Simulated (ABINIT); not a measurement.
# ZnSe (Stilleite) (F-43m) in ABINIT: convergence with cutoff

Aim: find how far cutoff must go before the results for ZnSe (Stilleite) settle, at LDA. This setting moves, with any that are tied to it; all else stays.

Everything below comes from runs of ABINIT 10.8.3 (patched build). Logs are shortened: lines on timing, memory, paths and dates and some standing lists are left out, and cuts for length are marked. The log counts tension as positive stress, the text compression.

## 1. The structure

The structure is cubic, space group F-43m (No. 216). Conventional cell: a = 5.668 Å, b = 5.668 Å, c = 5.668 Å, α = 90.00°, β = 90.00°, γ = 90.00°. Around Se (site symmetry -43m) lie 4 Zn at 2.45 Å. Around Zn (site symmetry -43m) lie 4 Se at 2.45 Å.

## 2. With cutoff 11 Ha

Contents of run.abi:

```
# Pseudopotentials
pp_dirpath "./"
pseudos "Se.hgh, Zn.hgh"

# Structure
acell 4.0075983931 4.0075983931 4.0075983931 Angstrom
rprim
     0.0000000000     0.7071067812     0.7071067812
     0.7071067812     0.0000000000     0.7071067812
     0.7071067812     0.7071067812     0.0000000000
ntypat 2
znucl 34 30
natom 2
typat 1 2
xred
     0.7500000000     0.7500000000     0.7500000000
     0.0000000000     0.0000000000     0.0000000000

# Plane-wave basis
ecut 299.325249 eV

# k points
kptopt 1
ngkpt 8 8 8
nshiftk 1
shiftk 0.0 0.0 0.0

# Exchange and correlation
ixc 7

# Bands and occupations
nband 8
occopt 7
tsmear 0.00367493

# SCF cycle
nstep 100
tolvrs 1.0e-10

# Output
iomode 3
prtwf 0
prtden 0
prteig 0
prtebands 0
```

Potentials or basis: HGH LDA.

Command:

```
$ abinit run.abi > log 2>&1
```

Wall time 2.4 s (1 thread of Arm Neoverse V2, shared host); peak memory 0.06 GiB.

It converged, with:

```yaml
Free_energy: -289.8209 eV
Band_gap_on_the_k_mesh: 1.58 eV, direct
Valence_electrons_inside_the_program's_atomic_spheres: Se 3.26; Zn 0.63
```

## 3. With cutoff 13.5 Ha

run.abi: that of step 2 with these lines changed.

```diff
@@ -19,3 +19,3 @@
 # Plane-wave basis
-ecut 299.325249 eV
+ecut 367.353714 eV
```

Potentials or basis: HGH LDA.

Command:

```
$ abinit run.abi > log 2>&1
```

Run time: 3.6 s. Hardware: 1 thread of Arm Neoverse V2, shared host; peak memory 0.06 GiB.

The run converged. Its results:

```yaml
Free_energy: -290.3079 eV
Band_gap_on_the_k_mesh: 1.61 eV, direct
Valence_electrons_inside_the_program's_atomic_spheres: Se 3.26; Zn 0.62
```

## 4. With cutoff 16 Ha

run.abi: that of step 3 with these lines changed.

```diff
@@ -19,3 +19,3 @@
 # Plane-wave basis
-ecut 367.353714 eV
+ecut 435.382180 eV
```

Command:

```
$ abinit run.abi > log 2>&1
```

It took 4.9 s on 1 thread of Arm Neoverse V2, shared host; peak memory 0.06 GiB.

Results (log left out):

```
Free energy                                           : -290.5278 eV
Band gap on the k mesh                                : 1.65 eV, direct
Valence electrons inside the program's atomic spheres : Se 3.30; Zn 0.61
```

## 5. With cutoff 19 Ha

run.abi: that of step 4 with these lines changed.

```diff
@@ -19,3 +19,3 @@
 # Plane-wave basis
-ecut 435.382180 eV
+ecut 517.016339 eV
```

Command:

```
$ abinit run.abi > log 2>&1
```

It took 5.5 s on 1 thread of Arm Neoverse V2, shared host; peak memory 0.06 GiB.

Results (log left out):

- Free energy: -290.6473 eV
- Band gap on the k mesh: 1.67 eV, direct
- Valence electrons inside the program's atomic spheres: Se 3.31; Zn 0.61

## 6. With cutoff 23 Ha

run.abi: that of step 5 with these lines changed.

```diff
@@ -19,3 +19,3 @@
 # Plane-wave basis
-ecut 517.016339 eV
+ecut 625.861884 eV
```

Potentials or basis: HGH LDA.

Command:

```
$ abinit run.abi > log 2>&1
```

Wall time 8.6 s (1 thread of Arm Neoverse V2, shared host); peak memory 0.06 GiB.

Results (log left out):

* Free energy: -290.7127 eV
* Band gap on the k mesh: 1.67 eV, direct
* Valence electrons inside the program's atomic spheres: Se 3.28; Zn 0.62

## 7. With cutoff 27 Ha

run.abi: that of step 6 with these lines changed.

```diff
@@ -19,3 +19,3 @@
 # Plane-wave basis
-ecut 625.861884 eV
+ecut 734.707429 eV
```

Command:

```
$ abinit run.abi > log 2>&1
```

Run time: 9.6 s. Hardware: 1 thread of Arm Neoverse V2, shared host; peak memory 0.06 GiB.

It converged, with:

- Free energy: -290.7393 eV
- Pressure: -12.4 GPa
- Band gap on the k mesh: 1.67 eV, direct
- Valence electrons inside the program's atomic spheres: Se 3.28; Zn 0.62

## 8. With cutoff 31 Ha

run.abi: that of step 7 with these lines changed.

```diff
@@ -19,3 +19,3 @@
 # Plane-wave basis
-ecut 734.707429 eV
+ecut 843.552974 eV
```

Command:

```
$ abinit run.abi > log 2>&1
```

Run time: 13 s. Hardware: 1 thread of Arm Neoverse V2, shared host; peak memory 0.07 GiB.

It converged, with:

- Free energy: -290.7499 eV
- Pressure: -12.3 GPa
- Band gap on the k mesh: 1.67 eV, direct
- Valence electrons inside the program's atomic spheres: Se 3.27; Zn 0.62

## 9. With cutoff 36.5 Ha

run.abi: that of step 8 with these lines changed.

```diff
@@ -19,3 +19,3 @@
 # Plane-wave basis
-ecut 843.552974 eV
+ecut 993.215598 eV
```

Potentials or basis: HGH LDA.

Command:

```
$ abinit run.abi > log 2>&1
```

Run time: 18 s. Hardware: 1 thread of Arm Neoverse V2, shared host; peak memory 0.08 GiB.

Results (log left out):

| Quantity | Value |
| --- | --- |
| Free energy | -290.7548 eV |
| Pressure | -12.2 GPa |
| Band gap on the k mesh | 1.67 eV, direct |
| Valence electrons inside the program's atomic spheres | Se 3.26; Zn 0.63 |

## 10. With cutoff 43 Ha

run.abi: that of step 9 with these lines changed.

```diff
@@ -19,3 +19,3 @@
 # Plane-wave basis
-ecut 993.215598 eV
+ecut 1170.089609 eV
```

Potentials or basis: HGH LDA.

Command:

```
$ abinit run.abi > log 2>&1
```

run.abo:

```text
.Version 10.8.3 of ABINIT
 Symmetries : space group F-4 3 m (#216); Bravais cF (face-center cubic)
================================================================================
 Values of the parameters that define the memory need of the present run
     intxc =       0    ionmov =       0      iscf =       7    lmnmax =       6
     lnmax =       6     mgfft =      48  mpssoang =       3    mqgrid =    3001
     natom =       2  nloc_mem =       1    nspden =       1   nspinor =       1
    nsppol =       1      nsym =      24    n1xccc =       0    ntypat =       2
    occopt =       7   xclevel =       1
       mpw =        4158          nfft =      110592          nkpt =          29
================================================================================
================================================================================

--------------------------------------------------------------------------------
------------- Echo of variables that govern the present computation ------------
--------------------------------------------------------------------------------
 -outvars: echo values of preprocessed input variables --------
            acell      7.5732633856E+00  7.5732633856E+00  7.5732633856E+00 Bohr
              amu      7.89600000E+01  6.53900000E+01
             ecut      4.30000000E+01 Hartree
              ixc           7
         kptrlatt        8    0    0      0    8    0      0    0    8
          kptrlen      6.05861071E+01
            natom           2
            nband           8
            ngfft          48      48      48
             nkpt          29
            nstep         100
             nsym          24
           ntypat           2
           occopt           7
           prtden           0
        prtebands           0
           prteig           0
            prtwf           0
[... 148 lines left out ...]
    2     -0.00000000000000    -0.00000000000000    -0.00000000000000
 frms,max,avg= 0.0000000E+00 0.0000000E+00   0.000E+00  0.000E+00  0.000E+00 e/A
 length scales=  7.573263385587  7.573263385587  7.573263385587 bohr
              =  4.007598393100  4.007598393100  4.007598393100 angstroms
 Fermi (or HOMO) energy (hartree) =   0.08775   Average Vxc (hartree)=  -0.30640
 Eigenvalues (hartree) for nkpt=  29  k points:
 kpt#   1, nband=  8, wtk=  0.00195, kpt=  0.0000  0.0000  0.0000 (reduced coord)
  -0.41969    0.05080    0.05080    0.05080    0.11219    0.28041    0.28041    0.28041
      occupation numbers for kpt#   1
   2.00000    2.00000    2.00000    2.00000    0.00000    0.00000    0.00000    0.00000
 prteigrs : prtvol=0 or 1, do not print more k-points.

--- !EnergyTerms
iteration_state     : {dtset: 1, }
comment             : Components of total free energy in Hartree
kinetic             :  3.79217104231132E+00
hartree             :  1.37573811802182E+00
xc                  : -2.54629986236332E+00
Ewald energy        : -9.46017456002045E+00
psp_core            :  3.61748335648962E-01
local_psp           : -5.23030253317461E+00
non_local_psp       :  1.02202859174191E+00
internal            : -1.06850908678344E+01
'-kT*entropy'       : -2.96756151409449E-18
total_energy        : -1.06850908678344E+01
total_energy_eV     : -2.90756134678045E+02
band_energy         : -9.88276689543858E-01
...

 Cartesian components of stress tensor (hartree/bohr^3)
  sigma(1 1)=  4.14260896E-04  sigma(3 2)=  0.00000000E+00
  sigma(2 2)=  4.14260896E-04  sigma(3 1)=  0.00000000E+00
  sigma(3 3)=  4.14260896E-04  sigma(2 1)=  0.00000000E+00

-Cartesian components of stress tensor (GPa)         [Pressure= -1.2188E+01 GPa]
- sigma(1 1)=  1.21879763E+01  sigma(3 2)=  0.00000000E+00
- sigma(2 2)=  1.21879763E+01  sigma(3 1)=  0.00000000E+00
- sigma(3 3)=  1.21879763E+01  sigma(2 1)=  0.00000000E+00

== END DATASET(S) ==============================================================
================================================================================

 -outvars: echo values of variables after computation  --------
            acell      7.5732633856E+00  7.5732633856E+00  7.5732633856E+00 Bohr
           etotal     -1.0685090868E+01
            fcart     -0.0000000000E+00 -0.0000000000E+00 -0.0000000000E+00
                      -0.0000000000E+00 -0.0000000000E+00 -0.0000000000E+00
            rprim      0.0000000000E+00  7.0710678120E-01  7.0710678120E-01
                       7.0710678120E-01  0.0000000000E+00  7.0710678120E-01
                       7.0710678120E-01  7.0710678120E-01  0.0000000000E+00
           strten      4.1426089561E-04  4.1426089561E-04  4.1426089561E-04
                       0.0000000000E+00  0.0000000000E+00  0.0000000000E+00
           xangst      4.2507000001E+00  4.2507000001E+00  4.2507000001E+00
                       0.0000000000E+00  0.0000000000E+00  0.0000000000E+00
             xred      7.5000000000E-01  7.5000000000E-01  7.5000000000E-01
                       0.0000000000E+00  0.0000000000E+00  0.0000000000E+00
 Calculation completed.
```

Wall time 23 s (1 thread of Arm Neoverse V2, shared host); peak memory 0.09 GiB.

Results:

- Free energy: -290.7561 eV
- Pressure: -12.2 GPa
- Band gap on the k mesh: 1.67 eV, direct
- Valence electrons inside the program's atomic spheres: Se 3.27; Zn 0.62

## 11. Summary

| cutoff | energy less the tightest run, at zero smearing (meV/atom) | gap on the mesh (eV) | SCF cycles | CPU time (s) | peak memory (GiB) |
| --- | --- | --- | --- | --- | --- |
| 11 Ha | 467.61 | 1.580 | 8 | 2.4 | 0.06 |
| 13.5 Ha | 224.09 | 1.612 | 9 | 3.6 | 0.06 |
| 16 Ha | 114.17 | 1.648 | 9 | 4.9 | 0.06 |
| 19 Ha | 54.41 | 1.668 | 9 | 5.5 | 0.06 |
| 23 Ha | 21.70 | 1.673 | 9 | 8.6 | 0.06 |
| 27 Ha | 8.43 | 1.673 | 9 | 9.6 | 0.06 |
| 31 Ha | 3.14 | 1.672 | 9 | 13 | 0.07 |
| 36.5 Ha | 0.68 | 1.671 | 9 | 18 | 0.08 |
| 43 Ha | 0.00 | 1.671 | 9 | 23 | 0.09 |

Against the tightest run, the energy stays within 1 meV/atom from 36.5 Ha on; the gap on the mesh stays within 0.01 eV from 19 Ha on. The tightest run that finished is the yardstick and may itself not be fully converged.

Caveats: HGH potentials are hard and often keep d shells in the core, so these values are rough.
